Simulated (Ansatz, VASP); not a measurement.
**CoO: VASP beside Ansatz**

```
Co O
1.0
     0.00000    2.11719    2.11719
     2.11719    0.00000    2.11719
     2.11719    2.11719    0.00000
Co O
1 1
Direct
  0.00000 0.00000 0.00000
  0.50000 0.50000 0.50000
```

Change from the starting cell: volume scaled by 0.98.

Alike in both runs: task single point; functional PBE; k mesh 11 × 11 × 11; occupations fermi-dirac, width 0.05 eV; collinear spin, ferromagnetic start.

|  | VASP | Ansatz |
| --- | --- | --- |
| version | VASP 6.6.1 | Ansatz 0.2.0 |
| potentials or method | VASP PAW PBE potentials, release 64 (Co, O) | Ansatz PAW |
| plane-wave cutoff (eV) | 520 | 420 |
| valence electrons in the cell | 15 | 23 |

Ansatz gave:

| Property | Result |
| --- | --- |
| gap on the k mesh at the Fermi level (eV) | none |
| pressure (GPa) | 1.5 |
| net moment per atom (μB) | 1.44 |
| size of the moment on the site where the two differ most (μB) | 2.46 |

Estimate VASP's values.

gap on the k mesh at the Fermi level (eV): none; pressure (GPa): 1.0; net moment per atom (μB): 1.43; size of the moment on the site where the two differ most (μB): 2.52.

Site moments also hang on the region over which each program counts them. A gap of «none» marks a metal or a gap that the smearing closes. With one functional, cell and mesh, what is left measures potentials, basis and numerics. The two sets of potentials don't hold the same shells in valence.

Caveats: a cell with one magnetic atom can't hold antiferromagnetic order, which such compounds often take; semilocal functionals often make such compounds metallic where correlation or magnetic order opens a gap, which also shifts bond lengths; the pressure holds a Pulay correction of +0.8 GPa for the finite cutoff (Ansatz).
